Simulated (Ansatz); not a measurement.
The calculation used DFT PBE+D3(BJ), scalar-relativistic, plane waves, PAW in Ansatz 0.2.0. All cells share a 420 eV cutoff and Γ-centred k meshes spaced at most about 0.3 Å⁻¹ (2π included). No spin polarisation.

These are static total energies at zero pressure.

Two relaxed structures of F:

1. Space group C2/c (No. 15), monoclinic, a = 5.761 Å, b = 3.526 Å, c = 6.890 Å, β = 98.2°. F is surrounded by 1 F at 1.42 Å.

2. Space group C2/m (No. 12), monoclinic, a = 5.881 Å, b = 3.387 Å, c = 7.382 Å, β = 108.1°. F on its first site is surrounded by 1 F at 1.42 Å; F on its second site has 1 F at 1.42 Å.

Question: Which is lower in energy, and by how much?

Answer: They are level within the accuracy (1 meV/atom apart, with cell 1 the lower in these runs). Cell 1 has space group C2/c (No. 15), 17.3 Å³/atom and a gap of 3.00 eV on its mesh; cell 2 has space group C2/m (No. 12), 17.5 Å³/atom and a gap of 2.85 eV. Origin: cell 1 and cell 2, each reached from a measured cell (COD).

Kohn–Sham gaps at this level usually fall short of measured ones.
